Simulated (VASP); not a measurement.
# Cs (I4/mmm) in VASP: notebook, part 2 of 2

VASP 6.6.1.

## 5. Single point, PBE

File INCAR:

```
PREC = Accurate
ENCUT = 900
EDIFF = 1E-8
ISMEAR = 1
SIGMA = 0.05
LREAL = False
LASPH = True
NELM = 100
ALGO = Normal
ISIF = 2
LWAVE = False
LCHARG = False
GGA = PE
NBANDS = 10
ADDGRID = False
```

File KPOINTS:

```
regular mesh
0
Gamma
  12 12 12
```

File POSCAR:

```
Cs
1.0
   -2.7500754600      2.7500754600      4.0972389800
    2.7500754600     -2.7500754600      4.0972389800
    2.7500754600      2.7500754600     -4.0972389800
Cs
1
Direct
    0.0000000000      0.0000000000      0.0000000000
```

Potentials or basis: VASP PAW PBE potentials, release 64 (Cs_sv).

Started as:

```bash
$ cat potpaw_PBE.64/Cs_sv/POTCAR > POTCAR
$ mpirun -np 1 vasp_std > vasp.out
```

OUTCAR:

```text
PREC = Accurate
   ENCUT = 900
   EDIFF = 1E-8
   ISMEAR = 1
   LREAL = False
   LASPH = True
   NELM = 100
   ISIF = 2
   GGA = PE

 ion  position               nearest neighbor table
   1  0.000  0.000  0.000-

  LATTYP: Found a body centered tetragonal cell.
 ALAT       =     5.5001509200
 C/A-ratio  =     1.4898642018

  Lattice vectors:

 A1 = (  -2.7500754600,   2.7500754600,   4.0972389800)
 A2 = (   2.7500754600,  -2.7500754600,   4.0972389800)
 A3 = (   2.7500754600,   2.7500754600,  -4.0972389800)

Analysis of symmetry for initial positions (statically):
=====================================================================
 Subroutine PRICEL returns:
 Original cell was already a primitive cell.

 Routine SETGRP: Setting up the symmetry group for a
 body centered tetragonal supercell.

 Subroutine GETGRP returns: Found 16 space group operations
 (whereof 16 operations were pure point group operations)
 out of a pool of 16 trial point group operations.

The static configuration has the point symmetry D_4h.

Analysis of symmetry for dynamics (positions and initial velocities):
=====================================================================
 Subroutine PRICEL returns:
 Original cell was already a primitive cell.

 Routine SETGRP: Setting up the symmetry group for a
 body centered tetragonal supercell.

 Subroutine GETGRP returns: Found 16 space group operations
 (whereof 16 operations were pure point group operations)
 out of a pool of 16 trial point group operations.

The dynamic configuration has the point symmetry D_4h.

 Subroutine INISYM returns: Found 16 space group operations
 (whereof 16 operations are pure point group operations),
 and found     1 'primitive' translations

----------------------------------------------------------------------------------------

                                     Primitive cell

  volume of cell :     123.9483

  direct lattice vectors                    reciprocal lattice vectors
    -2.750075460  2.750075460  4.097238980     0.000000000  0.181813193  0.122033399
     2.750075460 -2.750075460  4.097238980     0.181813193  0.000000000  0.122033399
     2.750075460  2.750075460 -4.097238980     0.181813193  0.181813193  0.000000000

  length of vectors
     5.649176695  5.649176695  5.649176695     0.218970746  0.218970746  0.257122683

  position of ions in fractional coordinates (direct lattice)
     0.000000000  0.000000000  0.000000000

  ion indices of the primitive-cell ions
   primitive index   ion index
                 1           1

----------------------------------------------------------------------------------------

 KPOINTS: regular mesh

Automatic generation of k-mesh.
 Grid dimensions read from file:
 generate k-points for:   12   12   12

 Generating k-lattice:

  Cartesian coordinates                     Fractional coordinates (reciprocal lattice)
     0.000000000  0.015151099  0.010169450     0.083333333 -0.000000000  0.000000000
     0.015151099  0.000000000  0.010169450    -0.000000000  0.083333333  0.000000000
     0.015151099  0.015151099  0.000000000     0.000000000  0.000000000  0.083333333

  Length of vectors
     0.018247562  0.018247562  0.021426890

  Shift w.r.t. Gamma in fractional coordinates (k-lattice)
     0.000000000  0.000000000  0.000000000

 Subroutine IBZKPT returns following result:
 ===========================================

 Found    163 irreducible k-points:

 Following reciprocal coordinates:
            Coordinates               Weight
  0.000000  0.000000  0.000000      1.000000
  0.083333  0.000000  0.000000      8.000000
  0.166667 -0.000000  0.000000      8.000000
  0.250000 -0.000000  0.000000      8.000000
  0.333333  0.000000  0.000000      8.000000
  0.416667 -0.000000  0.000000      8.000000
[... 16 lines left out ...]
  0.500000  0.166667  0.000000     16.000000
 -0.416667  0.166667 -0.000000     16.000000
 [... further k-points ...]
   k-points           NKPTS =    163   k-points in BZ     NKDIM =    163   number of bands    NBANDS=     10
   number of dos      NEDOS =    301   number of ions     NIONS =      1
   total plane-waves  NPLWV = 175616
   dimension x,y,z NGX =    56 NGY =   56 NGZ =   56
   dimension x,y,z NGXF=   112 NGYF=  112 NGZF=  112
   ions per type =               1
   NGX,Y,Z   is equivalent  to a cutoff of  16.48, 16.48, 16.48 a.u.
   NGXF,Y,Z  is equivalent  to a cutoff of  32.96, 32.96, 32.96 a.u.
 SYSTEM =  unknown system
   PREC   = accura    normal or accurate (medium, high low for compatibility)
   ISTART =      0    job   : 0-new  1-cont  2-samecut
   ICHARG =      2    charge: 1-file 2-atom 10-const
   ISPIN  =      1    spin polarized calculation?
   LNONCOLLINEAR =      F non collinear calculations
   LSORBIT =      F    spin-orbit coupling
   LASPH  =      T    aspherical Exc in radial PAW
   ENCUT  =  900.0 eV  66.15 Ry    8.13 a.u.  13.82 13.82 13.82*2*pi/ulx,y,z
   NELM   =    100;   NELMIN=  2; NELMDL= -5     # of ELM steps
   EDIFF  = 0.1E-07   stopping-criterion for ELM
   LREAL  =      F    real-space projection
   EDIFFG = 0.1E-06   stopping-criterion for IOM
   NSW    =      0    number of steps for IOM
   IBRION =     -1    ionic relax: 0-MD 1-quasi-New 2-CG
   NFREE  =      0    steps in history (QN), initial steepest desc. (CG)
   ISIF   =      2    stress and relaxation
   ISYM   =      2    0-nonsym 1-usesym 2-fastsym
   POTIM  = 0.5000    time-step for ionic-motion
   TEBEG  =    0.0;   TEEND  =   0.0 temperature during run
   PSTRESS=    0.0 pullay stress
   NELECT =       9.0000    total number of electrons
   NUPDOWN=      -1.0000    fix difference up-down
   EMIN   =  10.00;   EMAX   =-10.00  energy-range for DOS
   EFERMI =   0.00;   METHOD = LEGACY
   ISMEAR =     1;   SIGMA  =   0.05  broadening in eV -4-tet -1-fermi 0-gaus
   EFERMI_NEDOS =   21; number of points for ismear=-14 and -15
   IALGO  =     38    algorithm
   IMIX   =      4    mixing-type and parameters
     AMIX     =   0.40;   BMIX     =  1.00
     AMIX_MAG =   1.60;   BMIX_MAG =  1.00
  volume/ion in A,a.u.               =     123.95       836.44
  Fermi-wavevector in a.u.,A,eV,Ry     =   0.682981  1.290648  6.346621  0.466463
  Thomas-Fermi vector in A             =   1.762213
   LORBIT       =      0    0 simple, 1 ext, 2 COOP (PROOUT), +10 PAW based schemes
   GGA     = PE    functional components
   LHFCALC =     F    Hartree Fock is set to
   AEXX    =    0.0000 exact exchange contribution
   IVDW    =     0    specifies the selected vdW correction
   LEPSILON=     F    determine dielectric tensor
   LRPA    =     F    only Hartree local field effects (RPA)
 non-spin polarized calculation
 Methfessel and Paxton  Order N= 1 SIGMA  =   0.05
  energy-cutoff  :      900.00
  volume of cell :      123.95
 maximum number of plane-waves:      7628
   NGX = 27   NGY = 27   NGZ = 27

 number of electron       9.0000000 magnetization

 Free energy of the ion-electron system (eV)
  ---------------------------------------------------
  ext. energy  EPLUGINS =         0.00000000
  ---------------------------------------------------
  free energy    TOTEN  =        -0.84826947 eV

  energy without entropy =       -0.84814929  energy(sigma->0) =       -0.84822941

 E-fermi :   0.2577     XC(G=0):  -5.2222

 val. band max:        0.2499433809   @ k =  -0.3333   0.3333   0.1667
 cond. band min:       0.2661626484   @ k =   0.5000  -0.0000   0.0000
 fundamental gap:      0.0162192675
 Fermi energy:         0.2576558517

 k-point     1 :       0.0000    0.0000    0.0000
  band No.  band energies     occupation
      1     -23.6249      2.00000
      2     -10.3792      2.00000
      3     -10.3780      2.00000
      4     -10.3780      2.00000
      5      -1.3296      2.00000
      6       2.5768      0.00000
      7       2.7389      0.00000
      8       2.7389      0.00000
      9       3.5209      0.00000
     10       3.8413      0.00000
[... 287 lines left out ...]
 k-point    24 :      -0.4167    0.1667   -0.0000
  band No.  band energies     occupation
      1     -23.6207      2.00000
      2     -10.4632      2.00000
      3     -10.4017      2.00000
      4     -10.4005      2.00000
      5      -0.0028      2.00000
      6       1.3975      0.00000
      7       2.2329      0.00000
      8       2.7776      0.00000
      9       3.6392      0.00000
     10       4.3453      0.00000

 [... further k-points ...]

------------------------ aborting loop because EDIFF is reached ----------------------------------------

  FORCE on cell =-STRESS in cart. coord.  units (eV):
  Direction    XX          YY          ZZ          XY          YZ          ZX
  --------------------------------------------------------------------------------------
  -------------------------------------------------------------------------------------
  Total       -0.0638867     -0.0638867     -0.0912579      0.0000000      0.0000000      0.0000000
  in kB       -0.8258111     -0.8258111     -1.1796155      0.0000000      0.0000000      0.0000000
  external PRESSURE =      -0.9437459 kB  Pullay stress =       0.0000000 kB

 VOLUME and BASIS-vectors are now :
 -----------------------------------------------------------------------------
  energy-cutoff  :      900.00
  volume of cell :      123.95
      direct lattice vectors                 reciprocal lattice vectors
    -2.750075460  2.750075460  4.097238980     0.000000000  0.181813193  0.122033399
     2.750075460 -2.750075460  4.097238980     0.181813193  0.000000000  0.122033399
     2.750075460  2.750075460 -4.097238980     0.181813193  0.181813193  0.000000000

 POSITION                                       TOTAL-FORCE (eV/Angst)
 -----------------------------------------------------------------------------------
      0.00000      0.00000      0.00000         0.000000      0.000000      0.000000
 -----------------------------------------------------------------------------------
    total drift:                               -0.000000     -0.000000     -0.000000

  FREE ENERGIE OF THE ION-ELECTRON SYSTEM (eV)
  ---------------------------------------------------
  free  energy   TOTEN  =        -0.8482694730 eV

  energy  without entropy=       -0.8481492897  energy(sigma->0) =       -0.84822941
```

stdout:

```text
POSCAR found type information on POSCAR Cs
 POSCAR found :  1 types and       1 ions
 scaLAPACK will be used
 LDA part: xc-table for (Slater+PW92), standard interpolation
 POSCAR, INCAR and KPOINTS ok, starting setup
 FFT: planning ... GRIDC
 FFT: planning ... GRID_SOFT
 FFT: planning ... GRID
 WAVECAR not read
 entering main loop
```

It took 4.9 min on 1 thread of Intel Xeon Platinum 8488C (Sapphire Rapids), shared host; peak memory 0.72 GiB.

Results:

- Free energy: -0.8483 eV
- Pressure: -0.1 GPa
- Band gap on the k mesh: none (metal or under the smearing width)

The run has no spin-orbit coupling, so splittings on Cs are missing.

## 6. The reference run

An earlier run on the cell as given: functional PBE; potentials or basis VASP PAW PBE potentials, release 64 (Cs_sv); cutoff 520 eV; k mesh 7 × 7 × 7; occupations fermi-dirac, width 0.05 eV; no spin polarisation.

- Pressure: -0.1 GPa
- Band gap on the k mesh: none (metal or under the smearing width)

## 7. Summary

| task | level | cell | k mesh | cutoff (eV) | smearing | grid for exact exchange (PRECFOCK) | screening parameter | mesh quality | gap on the mesh (eV) | pressure (GPa) |
| --- | --- | --- | --- | --- | --- | --- | --- | --- | --- | --- |
| single point | PBE | as given | 7 × 7 × 7 | 520 | gaussian 0.02 eV | - | - | not flagged | none | -0.1 |
| atomic charges | HSE06 | volume scaled by 0.88 | 4 × 4 × 4 | 520 | methfessel-paxton 0.2 eV | Fast | 0.2 1/A | coarse | none | 0.3 |
| single point | PBE | as given | 12 × 12 × 12 | 900 | methfessel-paxton 0.05 eV | - | - | not flagged | none | -0.1 |
| single point | PBE | as given | 7 × 7 × 7 | 520 | fermi-dirac 0.05 eV | - | - | not flagged | none | -0.1 |

Alike in all rows: potentials or basis VASP PAW PBE potentials, release 64 (Cs_sv); no spin polarisation.

Caveats: some runs use coarse meshes; the PAW data sets were made with another functional, which shifts forces and pressure a little (some runs).

Total energies depend on the potentials used, so only differences within one code and one set of settings carry meaning.
